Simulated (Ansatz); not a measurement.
**ZrO2: equation of state with PBE**

ZrO2:

```
Zr O
1.0
     0.00000    2.54507    2.54507
     2.54507    0.00000    2.54507
     2.54507    2.54507    0.00000
Zr O
1 2
Direct
  0.00000 0.00000 0.00000
  0.75000 0.75000 0.75000
  0.25000 0.25000 0.25000
```

Measurements of this composition are mostly on another form, of space group No. 14.

- Program: Ansatz 0.2.0
- Task: equation of state
- Functional: PBE
- Potentials or basis: Ansatz PAW
- Cutoff: 420 eV
- Density cutoff: 1680 eV
- k mesh: 9 × 9 × 9
- Occupations: fermi-dirac, width 0.05 eV
- Spin: no spin polarisation

```yaml
Equilibrium_volume: 11.16 Å³/atom
Bulk_modulus: 236 GPa
Pressure_derivative_of_the_bulk_modulus: 4.4
```

Energy against volume, from the lowest point:
```
volume (Å³/atom)  energy (meV/atom)
          10.331              51.52
          10.551              26.63
          10.770              10.35
          10.990               1.71
          11.210               0.00
          11.430               4.54
          11.650              14.64
```

All runs of the series together: 5 s on 2 threads of Arm Neoverse V2, on a shared host.
